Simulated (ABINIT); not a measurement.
A run of ABINIT 10.8.3 (patched build) is set up as follows.

run.abi

```
pp_dirpath "./"
pseudos "Hf.GGA_PBE-JTH.xml, C.GGA_PBE-JTH.xml"

acell 2.43942588 4.69499661 2.56227473 Angstrom
rprim
     1.0000000000     0.0000000000     0.0000000000
     0.0000000000     1.0000000000     0.0000000000
     0.0000000000     0.0000000000     1.0000000000
ntypat 2
znucl 72 6
natom 2
typat 1 2
xred
    -0.0104220000    -0.0019040000     0.0238420000
    -0.0190000000     0.5039480000     0.7533650000
chkprim 0
chksymtnons 0
tolsym 1.0e-6

ecut 19.0
pawecutdg 38.0
pawxcdev 0

kptopt 1
ngkpt 11 6 10
nshiftk 1
shiftk 0.0 0.0 0.0

ixc 11

nband 12
occopt 3
tsmear 0.00183747

nstep 100
tolvrs 1.0e-9

iomode 3
prtwf 0
prtden 0
prteig 0
prtebands 0
enunit 1
```

Potentials or basis: JTH PAW PBE v2.0.

Launch:

```bash
$ abinit run.abi > log 2>&1
```

Question: What does it give for the pressure?

Answer: 10.4 GPa.

Question: Estimate the band gap on the k mesh.

Answer: None (metal or under the smearing width).

Question: Predict the largest force.

Answer: 0.068 eV/Å.

Forces in eV/Å, atoms in the order of the input:
```
Hf   0.006  0.040  0.055
C   -0.006 -0.040 -0.055
```

Caveat: the atomic spheres overlap. The run has no spin-orbit coupling, so splittings on Hf are missing.
